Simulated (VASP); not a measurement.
Write the native input for VASP 6.6.1 that does the following.

```yaml
Task: electric field gradients
Functional: PBE
Potentials_or_basis: VASP PAW PBE potentials, release 64 (La, O)
Cutoff: 520 eV
k_mesh: 5 × 5 × 8
Occupations: gaussian, width 0.02 eV
Spin: no spin polarisation
Further_INCAR_settings: ALGO = Normal; EDIFF = 1e-08
```

The structure of La2O3 lies in POSCAR:

```
La2O3
1.0
    6.3702727145      0.0000000000      0.0000000000
   -3.1851363572      5.5168179998      0.0000000000
    0.0000000000      0.0000000000      3.2898942108
La O
2 3
Direct
    0.6666666667      0.3333333333      0.4981030000
    0.3333333333      0.6666666667      0.5018970000
    0.5046070000      0.0000000000      0.0000000000
    0.0000000000      0.5046070000      0.0000000000
    0.4953930000      0.4953930000      0.0000000000
```

The cell comes from a database or a generator and needn't be the stable form of this composition.

These files were run (other wordings do the same):

INCAR

```
SYSTEM = La2O3
PREC = Accurate ; ENCUT = 520
EDIFF = 1E-8 ; ISMEAR = 0
SIGMA = 0.02 ; LREAL = .FALSE.
LASPH = .TRUE. ; NELM = 80
ALGO = Normal ; ISIF = 2
LWAVE = .FALSE. ; LCHARG = .FALSE.
GGA = PE ; LEFG = .TRUE.
```

KPOINTS

```
regular mesh
0
G
  5 5 8
  0 0 0
```

Potentials or basis: VASP PAW PBE potentials, release 64 (La, O).

Command:

```bash
$ cat potpaw_PBE.64/La/POTCAR potpaw_PBE.64/O/POTCAR > POTCAR
$ mpirun -np 1 vasp_std > vasp.out
```

Results of the run:

| Item | Value |
| --- | --- |
| Pressure | -0.3 GPa |
| Largest force | 0.036 eV/Å |
| Band gap on the k mesh | 1.64 eV, indirect (least direct gap 2.08 eV) |

Caveat: spin-orbit coupling is left out, which moves the levels of the heavy elements; an odd mesh through Γ misses points on the zone boundary, where band edges often lie.

It took 2.5 min on 1 thread of AMD EPYC 7R43 64-Core Processor (Zen 3), with other jobs on the host, peak memory 0.24 GiB.
